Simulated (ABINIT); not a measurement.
Runs of ABINIT 10.8.3 (patched build) on Ge. It takes space group Cmcm (No. 63, orthorhombic). The conventional cell has a = 2.976 Å, b = 5.189 Å, c = 4.728 Å, α = 90.00°, β = 90.00°, γ = 90.00°. Ge (site symmetry m2m) is surrounded by 12 Ge at 2.92 to 2.99 Å. This isn't the form of Ge at room conditions, which is diamond.

| level | gap on the mesh (eV) | pressure (GPa) |
| --- | --- | --- |
| LDA | none | -1.0 |
| AM05 | none | 0.1 |
| PBEsol | none | (a) |
| BLYP | none | 11.5 |

Alike in all rows: task band structure; potentials or basis JTH PAW PBE v2.0; no spin polarisation; cell as given; k mesh 10 × 10 × 6; cutoff (eV) 707; smearing fermi-dirac 0.05 eV.

Task: Fill in the values left out.

Result: (a) 0.8.

Caveats: the PAW data sets were made with another functional, which shifts forces and pressure a little.

A k mesh can miss the band edges, and the runs leave out spin-orbit coupling on Ge.

A gap of «none» marks a metal or a gap under the smearing width.
